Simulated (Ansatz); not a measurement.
# AlRu: the cost of one run

Method: DFT PBE, scalar-relativistic, plane waves, PAW, in Ansatz 0.2.0.

### 1 The starting structure

The structure is cubic, space group Pm-3m (No. 221). Conventional cell: a = 2.992 Å, b = 2.992 Å, c = 2.992 Å, α = 90.00°, β = 90.00°, γ = 90.00°. Around Al (site symmetry m-3m) lie 8 Ru at 2.59 Å. Around Ru (site symmetry m-3m) lie 8 Al at 2.59 Å.

Structure file:

```
CELL_PARAMETERS angstrom
2.99160 0.00000 0.00000
0.00000 2.99160 0.00000
0.00000 0.00000 2.99160
ATOMIC_POSITIONS crystal
Al 0.00000 0.00000 0.00000
Ru 0.50000 0.50000 0.50000
```

The cell is taken as given, not relaxed at this level.

### 2 Zero of energy

The reference gives a free energy of -6417.4732 eV, pressure 2.63 GPa, largest force 0.000 eV/Å and gap on the mesh none (metal). It was computed beforehand with the settings of the runs below.

### 3 Next: an energy map of one atom

Atom 1 (Al) is moved by p along (1.000, 0.000, 0.000) and q along (0.000, 0.000, 1.000) (Å), all else fixed; its images in the other cells move with it. Points alike by symmetry are run once.

### 4 At p = -0.450, q = -0.450

Contents of input.yaml:

```yaml
crystal:
  lattice:
    - [2.9916, 0.0, 0.0]
    - [0.0, 2.9916, 0.0]
    - [0.0, 0.0, 2.9916]
  atoms:
    - { symbol: Al, position: [-0.1504211793, 0.0, -0.1504211793] }
    - { symbol: Ru, position: [0.5, 0.5, 0.5] }
basis:
  ecutwfc: 420
kpoints:
  mp_grid: { grid: [16, 16, 16] }
hamiltonian:
  xc: pbe
scf:
  occupations: { method: gaussian, width: 0.15 }
output:
  forces: true
  stress: true
  eigenvalues: true
```

Launch:

```bash
ansatz run input.yaml --threads 1 --pin off --max-ram 2560MiB --backend cpu --events-out ev --progress --plain --runs-dir out
```

**Question.** How long does this run take on 1 thread of Intel Xeon at 2.50GHz (Skylake/Cascade Lake), shared host, and how much memory does it need?

About 40 s, with a peak of 0.57 GiB.
